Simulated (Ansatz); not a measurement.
# Pt: pressure and energy above lowest point against volume per atom

All results are calculated (Ansatz 0.2.0 development build). Equation of state of a cubic crystal from periodic Kohn-Sham density functional theory without spin; pressure corrected for the finite basis.

Cell of the first row (space group Im-3m, No. 229):
```
CELL_PARAMETERS angstrom
-1.55010 1.55010 1.55010
1.55010 -1.55010 1.55010
1.55010 1.55010 -1.55010
ATOMIC_POSITIONS crystal
Pt 0.00000 0.00000 0.00000
```

Settings of every row: formula Pt; structure type bcc; functional PBE; spin treatment none; k mesh 48x48x48; occupation method fermi-dirac; occupation width 0.061225619 eV; wave cutoff 420 eV; datasets soft-1 PAW; density cutoff ratio 4.

Limits: a cubic model structure, not a phase known at ambient conditions; no spin-orbit coupling, which can matter with elements this heavy.

| row | volume per atom (Å³) | pressure (GPa) | energy above lowest point (meV/atom) |
| --- | --- | --- | --- |
| 1 | 14.898 | ? | ? |
| 2 | 15.215 | 10.543 | 19.43 |
| 3 | 15.531 | 4.794 | 4.38 |
| 4 | 15.848 | -0.264 | 0 |
| 5 | 16.166 | -4.711 | 5.01 |
| 6 | 16.482 | -8.616 | 18.28 |
| 7 | 16.799 | -12.039 | 38.79 |

Question: what pressure and energy above lowest point should row 1 give?

Worked fit of pressure. Take u = (V_r/V)^(2/3) − 1 with V_r = 16.007 Å³ an atom, which is twice the finite (Eulerian) strain; such expansions in the strain, on which the Birch-Murnaghan equation of state is built, carry the rest volume and the bulk modulus. The shown rows have u = 0.03441, 0.02033, 0.00668, -0.00657, -0.01931, -0.03168. Least squares give pressure = −2.5629 + 336.103 × u + 1230.07 × u² + 2044.1 × u³ GPa; a parabola predicts inner rows, each left out in turn, worse (root mean square 0.026 against 0.011 GPa). The rows lie off it by 0.001, -0.002, -0.002, 0.008, -0.007, 0.002 (root mean square 0.0046 GPa). The pressure vanishes at u = 0.0074, or V = 15.83 Å³ an atom, and there the bulk modulus at fixed shape and fractions is B = −V dP/dV = (2/3)(1 + u) dP/du = 238 GPa. The withheld row has u = 0.04903, so the fit gives −2.5629 + 336.103 × (0.04903) + 1230.07 × (0.04903)² + 2044.1 × (0.04903)³ = 17.114 GPa.

The calculation gave 17.071 GPa. The fit lies 0.043 GPa (0.15 % of the column's range) above it; its largest miss of a shown row is 0.008 GPa. This row lies beyond the range of the fit.

Worked fit of energy above lowest point. Take u = (V_r/V)^(2/3) − 1 with V_r = 16.007 Å³ an atom, which is twice the finite (Eulerian) strain; such expansions in the strain, on which the Birch-Murnaghan equation of state is built, carry the rest volume and the bulk modulus. The shown rows have u = 0.03441, 0.02033, 0.00668, -0.00657, -0.01931, -0.03168. Least squares give energy above lowest point = 1.397 − 383.97 × u + 25738.1 × u² + 18888 × u³ meV/atom; a parabola predicts inner rows, each left out in turn, worse (root mean square 0.22 against 0.023 meV/atom). The rows lie off it by 0.00, -0.01, 0.01, -0.02, 0.01, 0.00. Its lowest point lies at u = 0.0074, or V = 15.83 Å³ an atom, and the curvature there gives the bulk modulus at fixed shape and fractions, B = (4/9)(1 + u)² E″(u)/V = 239 GPa. The withheld row has u = 0.04903, so the fit gives 1.397 − 383.97 × (0.04903) + 25738.1 × (0.04903)² + 18888 × (0.04903)³ = 46.67 meV/atom.

The calculation gave 46.61 meV/atom. The fit lies 0.06 meV/atom (0.13 % of the column's range) above it; its largest miss of a shown row is 0.02 meV/atom. This row lies beyond the range of the fit.
